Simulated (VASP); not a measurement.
# Cd (Im-3m) in VASP: further runs

The runs below take Cd through single point, relaxation of cell and atoms, with LDA.

Everything below comes from runs of VASP 6.6.1. Logs are shortened: lines on timing, memory, paths and dates and some standing lists are left out, and cuts for length are marked.

## 1. The structure

Symmetry: Im-3m, No. 229, cubic system. Conventional cell: a = 3.440 Å, b = 3.440 Å, c = 3.440 Å, α = 90.00°, β = 90.00°, γ = 90.00°. Around Cd (site symmetry m-3m) lie 8 Cd at 2.98 Å.

This isn't the form of Cd at room conditions, which is hcp.

## 2. Single point, LDA

Input file INCAR:

```
PREC     = Accurate       # precision mode
ENCUT    = 520            # plane-wave cutoff, eV
EDIFF    = 1E-6           # SCF threshold, eV
ISMEAR   = -1             # smearing method
SIGMA    = 0.1            # smearing width, eV
LREAL    = F              # projectors in reciprocal space
LASPH    = T              # aspherical terms in the spheres
NELM     = 100            # most SCF steps
ALGO     = Normal         # electronic algorithm
ISIF     = 2              # what is computed and relaxed
LWAVE    = F              # write WAVECAR
LCHARG   = T              # write CHGCAR
LELF     = T              # ELF
LVHAR    = T            
NBANDS   = 12             # bands
```

Input file KPOINTS:

```
Automatic mesh
0
Gamma
  9 9 9
```

Input file POSCAR:

```
Cd
1.0
   -1.7201186471      1.7201186471      1.7201186471
    1.7201186471     -1.7201186471      1.7201186471
    1.7201186471      1.7201186471     -1.7201186471
Cd
1
Direct
    0.0000000000      0.0000000000      0.0000000000
```

Potentials or basis: VASP PAW LDA potentials, release 64 (Cd).

On the command line:

```
> cat potpaw_LDA.64/Cd/POTCAR > POTCAR
> mpirun -np 1 vasp_std > vasp.out
```

OUTCAR:

```text
PREC = Accurate
   ENCUT = 520
   EDIFF = 1E-6
   ISMEAR = -1
   LREAL = F
   LASPH = T
   NELM = 100
   ISIF = 2

 ion  position               nearest neighbor table
   1  0.000  0.000  0.000-

  LATTYP: Found a body centered cubic cell.
 ALAT       =     3.4402372942

  Lattice vectors:

 A1 = (  -1.7201186471,   1.7201186471,   1.7201186471)
 A2 = (   1.7201186471,  -1.7201186471,   1.7201186471)
 A3 = (   1.7201186471,   1.7201186471,  -1.7201186471)

Analysis of symmetry for initial positions (statically):
=====================================================================
 Subroutine PRICEL returns:
 Original cell was already a primitive cell.

 Routine SETGRP: Setting up the symmetry group for a
 body centered cubic supercell.

 Subroutine GETGRP returns: Found 48 space group operations
 (whereof 48 operations were pure point group operations)
 out of a pool of 48 trial point group operations.

The static configuration has the point symmetry O_h .

Analysis of symmetry for dynamics (positions and initial velocities):
=====================================================================
 Subroutine PRICEL returns:
 Original cell was already a primitive cell.

 Routine SETGRP: Setting up the symmetry group for a
 body centered cubic supercell.

 Subroutine GETGRP returns: Found 48 space group operations
 (whereof 48 operations were pure point group operations)
 out of a pool of 48 trial point group operations.

The dynamic configuration has the point symmetry O_h .

 Subroutine INISYM returns: Found 48 space group operations
 (whereof 48 operations are pure point group operations),
 and found     1 'primitive' translations

----------------------------------------------------------------------------------------

                                     Primitive cell

  volume of cell :      20.3580

  direct lattice vectors                    reciprocal lattice vectors
    -1.720118647  1.720118647  1.720118647     0.000000000  0.290677623  0.290677623
     1.720118647 -1.720118647  1.720118647     0.290677623  0.000000000  0.290677623
     1.720118647  1.720118647 -1.720118647     0.290677623  0.290677623  0.000000000

  length of vectors
     2.979332892  2.979332892  2.979332892     0.411080237  0.411080237  0.411080237

  position of ions in fractional coordinates (direct lattice)
     0.000000000  0.000000000  0.000000000

  ion indices of the primitive-cell ions
   primitive index   ion index
                 1           1

----------------------------------------------------------------------------------------

 KPOINTS: Automatic mesh

Automatic generation of k-mesh.
 Grid dimensions read from file:
 generate k-points for:    9    9    9

 Generating k-lattice:

  Cartesian coordinates                     Fractional coordinates (reciprocal lattice)
     0.000000000  0.032297514  0.032297514     0.111111111  0.000000000  0.000000000
     0.032297514  0.000000000  0.032297514     0.000000000  0.111111111  0.000000000
     0.032297514  0.032297514  0.000000000     0.000000000  0.000000000  0.111111111

  Length of vectors
     0.045675582  0.045675582  0.045675582

  Shift w.r.t. Gamma in fractional coordinates (k-lattice)
     0.000000000  0.000000000  0.000000000

 Subroutine IBZKPT returns following result:
 ===========================================

 Found     35 irreducible k-points:

 Following reciprocal coordinates:
            Coordinates               Weight
  0.000000  0.000000  0.000000      1.000000
  0.111111  0.000000  0.000000     12.000000
  0.222222  0.000000  0.000000     12.000000
  0.333333  0.000000  0.000000     12.000000
  0.444444  0.000000  0.000000     12.000000
  0.111111  0.111111  0.000000     24.000000
[... 16 lines left out ...]
 -0.333333  0.444444  0.111111     48.000000
 -0.444444 -0.444444  0.111111     24.000000
 [... further k-points ...]
   k-points           NKPTS =     35   k-points in BZ     NKDIM =     35   number of bands    NBANDS=     12
   number of dos      NEDOS =    301   number of ions     NIONS =      1
   total plane-waves  NPLWV =  13824
   dimension x,y,z NGX =    24 NGY =   24 NGZ =   24
   dimension x,y,z NGXF=    48 NGYF=   48 NGZF=   48
   ions per type =               1
   NGX,Y,Z   is equivalent  to a cutoff of  13.39, 13.39, 13.39 a.u.
   NGXF,Y,Z  is equivalent  to a cutoff of  26.78, 26.78, 26.78 a.u.
 SYSTEM =  unknown system
   PREC   = accura    normal or accurate (medium, high low for compatibility)
   ISTART =      0    job   : 0-new  1-cont  2-samecut
   ICHARG =      2    charge: 1-file 2-atom 10-const
   ISPIN  =      1    spin polarized calculation?
   LNONCOLLINEAR =      F non collinear calculations
   LSORBIT =      F    spin-orbit coupling
   LASPH  =      T    aspherical Exc in radial PAW
   ENCUT  =  520.0 eV  38.22 Ry    6.18 a.u.   5.54  5.54  5.54*2*pi/ulx,y,z
   NELM   =    100;   NELMIN=  2; NELMDL= -5     # of ELM steps
   EDIFF  = 0.1E-05   stopping-criterion for ELM
   LREAL  =      F    real-space projection
   EDIFFG = 0.1E-04   stopping-criterion for IOM
   NSW    =      0    number of steps for IOM
   IBRION =     -1    ionic relax: 0-MD 1-quasi-New 2-CG
   NFREE  =      0    steps in history (QN), initial steepest desc. (CG)
   ISIF   =      2    stress and relaxation
   ISYM   =      2    0-nonsym 1-usesym 2-fastsym
   POTIM  = 0.5000    time-step for ionic-motion
   TEBEG  =    0.0;   TEEND  =   0.0 temperature during run
   PSTRESS=    0.0 pullay stress
   NELECT =      12.0000    total number of electrons
   NUPDOWN=      -1.0000    fix difference up-down
   EMIN   =  10.00;   EMAX   =-10.00  energy-range for DOS
   EFERMI =   0.00;   METHOD = LEGACY
   ISMEAR =    -1;   SIGMA  =   0.10  broadening in eV -4-tet -1-fermi 0-gaus
   EFERMI_NEDOS =   21; number of points for ismear=-14 and -15
   IALGO  =     38    algorithm
   IMIX   =      4    mixing-type and parameters
     AMIX     =   0.40;   BMIX     =  1.00
     AMIX_MAG =   1.60;   BMIX_MAG =  1.00
  volume/ion in A,a.u.               =      20.36       137.38
  Fermi-wavevector in a.u.,A,eV,Ry     =   1.372641  2.593915 25.635312  1.884142
  Thomas-Fermi vector in A             =   2.498229
   LORBIT       =      0    0 simple, 1 ext, 2 COOP (PROOUT), +10 PAW based schemes
   GGA     = CA    functional components
   LHFCALC =     F    Hartree Fock is set to
   AEXX    =    0.0000 exact exchange contribution
   IVDW    =     0    specifies the selected vdW correction
   LEPSILON=     F    determine dielectric tensor
   LRPA    =     F    only Hartree local field effects (RPA)
 non-spin polarized calculation
  energy-cutoff  :      520.00
  volume of cell :       20.36
 maximum number of plane-waves:       563
 NGX is ok and might be reduce to    24
   NGX = 11   NGY = 11   NGZ = 11

 number of electron      12.0000004 magnetization

 Free energy of the ion-electron system (eV)
  ---------------------------------------------------
  ext. energy  EPLUGINS =         0.00000000
  ---------------------------------------------------
  free energy    TOTEN  =        -1.43250563 eV

  energy without entropy =       -1.41914737  energy(sigma->0) =       -1.42582650

 E-fermi :   3.3180     XC(G=0): -11.7003

 val. band max:        3.2818472598   @ k =   0.3333   0.2222   0.1111
 cond. band min:       3.3857905802   @ k =   0.3333   0.2222   0.1111
 fundamental gap:      0.1039433204
 Fermi energy:         3.3180396156

 k-point     1 :       0.0000    0.0000    0.0000
  band No.  band energies     occupation
      1      -6.2516      2.00000
      2      -6.2516      2.00000
      3      -6.2516      2.00000
      4      -6.2296      2.00000
      5      -5.4876      2.00000
      6      -5.4876      2.00000
      7      19.1123      0.00000
      8      19.1123      0.00000
      9      19.1123      0.00000
     10      20.4647      0.00000
     11      20.4647      0.00000
     12      20.4647      0.00000

 k-point     2 :       0.1111    0.0000    0.0000
  band No.  band energies     occupation
      1      -6.2987      2.00000
      2      -6.2753      2.00000
      3      -6.1169      2.00000
      4      -5.8462      2.00000
      5      -5.5244      2.00000
      6      -5.4853      2.00000
      7      16.2656      0.00000
      8      18.0760      0.00000
      9      18.6825      0.00000
     10      18.7925      0.00000
     11      19.3390      0.00000
     12      20.0986      0.00000

 k-point     3 :       0.2222    0.0000    0.0000
  band No.  band energies     occupation
      1      -6.4161      2.00000
      2      -6.4002      2.00000
      3      -5.7596      2.00000
      4      -5.6048      2.00000
      5      -5.4772      2.00000
      6      -4.6415      2.00000
      7      11.6380      0.00000
      8      16.0016      0.00000
      9      16.1985      0.00000
     10      18.2435      0.00000
     11      18.7338      0.00000
     12      21.3087      0.00000

 k-point     4 :       0.3333    0.0000    0.0000
  band No.  band energies     occupation
      1      -6.6158      2.00000
      2      -6.5469      2.00000
      3      -5.5771      2.00000
      4      -5.4643      2.00000
      5      -5.3209      2.00000
      6      -2.7228      2.00000
      7       7.2806      0.00000
      8      14.2148      0.00000
      9      14.4513      0.00000
     10      17.8291      0.00000
     11      18.4572      0.00000
     12      23.3630      0.00000

 k-point     5 :       0.4444    0.0000    0.0000
  band No.  band energies     occupation
      1      -6.7758      2.00000
      2      -6.6307      2.00000
      3      -5.5348      2.00000
      4      -5.4537      2.00000
      5      -5.0121      2.00000
      6      -0.1830      2.00000
      7       3.5026      0.27277
      8      13.1073      0.00000
      9      13.6407      0.00000
     10      17.6216      0.00000
     11      18.3922      0.00000
     12      25.0159      0.00000
[... 228 lines left out ...]
      1      -6.3508      2.00000
      2      -6.2088      2.00000
      3      -5.8042      2.00000
      4      -5.8003      2.00000
      5      -5.4724      2.00000
      6      -2.6481      2.00000
      7       9.9158      0.00000
      8      10.5290      0.00000
      9      15.4298      0.00000
     10      16.1972      0.00000
     11      19.9154      0.00000
     12      23.4909      0.00000

 k-point    22 :      -0.4444    0.4444    0.1111
  band No.  band energies     occupation
      1      -6.6609      2.00000
      2      -6.4772      2.00000
      3      -5.6954      2.00000
      4      -5.5919      2.00000
      5      -5.0281      2.00000
      6       0.2610      2.00000
      7       3.7885      0.01794
      8      11.7676      0.00000
      9      13.0194      0.00000
     10      19.2993      0.00000
     11      19.5335      0.00000
     12      21.4898      0.00000

 k-point    23 :      -0.3333    0.4444    0.1111
  band No.  band energies     occupation
      1      -6.4731      2.00000
      2      -6.3085      2.00000
      3      -5.8834      2.00000
      4      -5.6486      2.00000
      5      -5.2130      2.00000
      6      -0.3866      2.00000
      7       6.1225      0.00000
      8       9.1227      0.00000
      9      14.5872      0.00000
     10      17.4533      0.00000
     11      19.6811      0.00000
     12      23.7049      0.00000

 k-point    24 :      -0.4444   -0.4444    0.1111
  band No.  band energies     occupation
      1      -6.5499      2.00000
      2      -6.3301      2.00000
      3      -5.9119      2.00000
      4      -5.5977      2.00000
      5      -5.0813      2.00000
      6       2.2044      1.99997
      7       2.9421      1.95445
      8       8.6931      0.00000
      9      14.2193      0.00000
     10      18.3816      0.00000
     11      20.0218      0.00000
     12      21.7926      0.00000

 [... further k-points ...]
[... 5 lines left out ...]
  --------------------------------------------------------------------------------------
  -------------------------------------------------------------------------------------
  Total        0.0625759      0.0625759      0.0625759      0.0000000     -0.0000000     -0.0000000
  in kB        4.9247304      4.9247304      4.9247304      0.0000000     -0.0000000     -0.0000000
  external PRESSURE =       4.9247304 kB  Pullay stress =       0.0000000 kB

 VOLUME and BASIS-vectors are now :
 -----------------------------------------------------------------------------
  energy-cutoff  :      520.00
  volume of cell :       20.36
      direct lattice vectors                 reciprocal lattice vectors
    -1.720118647  1.720118647  1.720118647     0.000000000  0.290677623  0.290677623
     1.720118647 -1.720118647  1.720118647     0.290677623  0.000000000  0.290677623
     1.720118647  1.720118647 -1.720118647     0.290677623  0.290677623  0.000000000

 POSITION                                       TOTAL-FORCE (eV/Angst)
 -----------------------------------------------------------------------------------
      0.00000      0.00000      0.00000         0.000000      0.000000      0.000000
 -----------------------------------------------------------------------------------
    total drift:                                0.000000      0.000000      0.000000

  FREE ENERGIE OF THE ION-ELECTRON SYSTEM (eV)
  ---------------------------------------------------
  free  energy   TOTEN  =        -1.4325056342 eV

  energy  without entropy=       -1.4191473656  energy(sigma->0) =       -1.42582650
```

It took 2.9 s on 1 thread of Intel Xeon 6975P-C (Granite Rapids), shared host; peak memory 0.12 GiB.

What came out:

```yaml
Free_energy: -1.4325 eV
Pressure: 0.5 GPa
Band_gap_on_the_k_mesh: none (metal or under the smearing width)
```

(Part 1 of 2 ends here.)
